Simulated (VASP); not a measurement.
Here is a VASP 6.6.1 calculation.

File INCAR:

```
PREC     = Accurate       # precision mode
ENCUT    = 520            # plane-wave cutoff, eV
EDIFF    = 1E-6           # SCF threshold, eV
ISMEAR   = 0              # smearing method
SIGMA    = 0.02           # smearing width, eV
LREAL    = F              # projectors in reciprocal space
LASPH    = T              # aspherical terms in the spheres
NELM     = 100            # most SCF steps
ALGO     = Normal         # electronic algorithm
ISIF     = 2              # what is computed and relaxed
LWAVE    = F              # write WAVECAR
LCHARG   = F              # write CHGCAR
GGA      = PE             # functional
ICORELEVEL= 1
```

KPOINTS

```
Automatic mesh
0
Gamma
  10 10 8
```

The input POSCAR:

```
MgB2
1.0
    3.0850000000      0.0000000000      0.0000000000
   -1.5425000000      2.6716883707      0.0000000000
    0.0000000000      0.0000000000      3.5230000000
Mg B
1 2
Direct
    0.0000000000      0.0000000000      0.0000000000
    0.6666666667      0.3333333333      0.5000000000
    0.3333333333      0.6666666667      0.5000000000
```

Potentials or basis: VASP PAW PBE potentials, release 64 (Mg, B).

The run is started by

```sh
$ cat potpaw_PBE.64/Mg/POTCAR potpaw_PBE.64/B/POTCAR > POTCAR
$ mpirun -np 1 vasp_std > vasp.out
```

**Question.** Estimate the band gap on the k mesh.

**Answer.** None (metal or under the smearing width).

**Question.** Estimate the pressure.

**Answer.** -1.1 GPa.

Core levels (eV, on the scale of the bands):
```
atom                          levels
1 Mg  1s -1249.5, 2s -69.9, 2p -36.7
 2 B                       1s -166.9
 3 B                       1s -166.9
```
